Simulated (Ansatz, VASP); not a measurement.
# One calculation of Ti, two programs

```xyz
2
Lattice="2.9500 0.0000 0.0000 -1.4750 2.5548 0.0000 0.0000 0.0000 4.6800" Properties=species:S:1:pos:R:3 pbc="T T T"
Ti    1.4750    0.8516    3.5100
Ti    0.0000    1.7032    1.1700
```

Alike in both runs: task density of states; functional PBEsol; k mesh 10 × 10 × 6; occupations methfessel-paxton of order 1, width 0.2 eV; no spin polarisation.

|  | VASP | Ansatz |
| --- | --- | --- |
| version | VASP 6.6.1 | Ansatz 0.2.0 |
| potentials or method | VASP PAW PBE potentials, release 54 (Ti_sv) | Ansatz PAW |
| plane-wave cutoff (eV) | 520 | 420 |
| valence electrons in the cell | 24 | 24 |

```tsv
	VASP	Ansatz	Ansatz less VASP
gap on the k mesh at the Fermi level (eV)	none	none	-
pressure (GPa)	-6.3	-5.8	+0.48
largest component of the traceless stress (GPa)	0.41	0.42	+0.003
```

A gap of «none» marks a metal or a gap that the smearing closes. With one functional, cell and mesh, what is left measures potentials, basis and numerics.

Caveats: the PAW data sets were made with another functional, which shifts forces and pressure a little (VASP); the PAW data sets come from PBE, with cores solved anew for the run's functional, which leaves a small shift of forces and pressure (Ansatz); the density of states is complete only up to the lowest level of the last band computed (Ansatz).
